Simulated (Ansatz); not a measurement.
TiAl:

```
CELL_PARAMETERS angstrom
3.17906 0.00000 0.00000
0.00000 3.17906 0.00000
0.00000 0.00000 3.17906
ATOMIC_POSITIONS crystal
Ti 0.00000 0.00000 0.00000
Al 0.50000 0.50000 0.50000
```

The cell comes from a database or a generator and needn't be the stable form of this composition.

| Quantity | Value |
| --- | --- |
| Program | Ansatz 0.2.0 |
| Task | relaxation of cell and atoms |
| Functional | LDA |
| Potentials or basis | Ansatz PAW |
| Cutoff | 420 eV (not typed: the program's choice for these potentials) |
| k mesh | 8 × 8 × 8 |
| Occupations | fermi-dirac, width 0.05 eV |
| Spin | no spin polarisation |

At the start: volume 16.06 Å³/atom.

Task: Where does the relaxation end?

Result: It ends after 5 steps and the volume is 15.26 Å³/atom (-5.0 %); space group Pm-3m (No. 221, to 0.05 Å).

The path:
| step | energy change (eV) | largest force (eV/Å) | volume (Å³) |
| --- | --- | --- | --- |
| 1 | 0.0000 | 0.0000 | 32.13 |
| 2 | -0.0225 | 0.0000 | 29.73 |
| 3 | -0.0308 | 0.0000 | 30.59 |
| 4 | -0.0309 | 0.0000 | 30.53 |
| 5 | -0.0305 | 0.0000 | 30.53 |

Final structure:
```cif
data_structure
_symmetry_space_group_name_H-M 'P 1'
_symmetry_Int_Tables_number 1
_cell_length_a 3.1253
_cell_length_b 3.1253
_cell_length_c 3.1253
_cell_angle_alpha 90.000
_cell_angle_beta 90.000
_cell_angle_gamma 90.000
_cell_volume 30.53
loop_
_atom_site_label
_atom_site_type_symbol
_atom_site_fract_x
_atom_site_fract_y
_atom_site_fract_z
_atom_site_occupancy
Ti1 Ti 0.00000 0.00000 0.00000 1
Al1 Al 0.50000 0.50000 0.50000 1
```

Caveat: the plane-wave basis is chosen anew once the cell has moved, so the energies of steps on either side of that aren't comparable; the PAW data sets come from PBE, with cores solved anew for the run's functional, which leaves a small shift of forces and pressure.
